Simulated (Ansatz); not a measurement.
Method: Ansatz 0.2.0, DFT PBE, scalar-relativistic, plane waves, PAW. Settings: cutoff 420 eV, Γ-centred meshes spaced at most about 0.3 Å⁻¹, and about 0.25 Å⁻¹ or finer for metals (2π included), Gaussian smearing. No spin polarisation.

All energies are static (0 K, no zero-point motion). Both are relaxed sheets, periodic along a and b.

Two forms of Mg were relaxed alike.

A.

```
CELL_PARAMETERS angstrom
3.05584 0.00000 0.00000
-1.52792 2.64643 0.00000
0.00000 0.00000 23.80000
ATOMIC_POSITIONS crystal
Mg 0.00000 0.00000 0.29412
```

B.

```
CELL_PARAMETERS angstrom
2.96228 0.00000 0.00000
0.00000 2.96228 0.00000
0.00000 0.00000 30.10379
ATOMIC_POSITIONS crystal
Mg 0.00000 0.00000 0.23096
Mg 0.00000 0.00000 0.33375
```

Question: Which is lower in energy, and by how much?

Answer: They are level within the accuracy (4 meV/atom apart, with B the lower in these runs). A has layer group p6/mmm (No. 80), 8.1 Å²/atom and no gap on its mesh; B has layer group p4/mmm (No. 61), 4.4 Å²/atom and no gap. Counting all near atoms (those within 1.25 times the shortest distance at each site), A has Mg 6 and B has Mg 5. In A, Mg at height 0.00 Å has 6 Mg at 3.06 Å. In B, Mg at height 0.00 Å has 5 Mg at 2.96–3.09 Å. Both come from invented guesses.

For metals, differences of a few meV/atom aren't resolved. Cells relaxed within their symmetry can be saddle points.
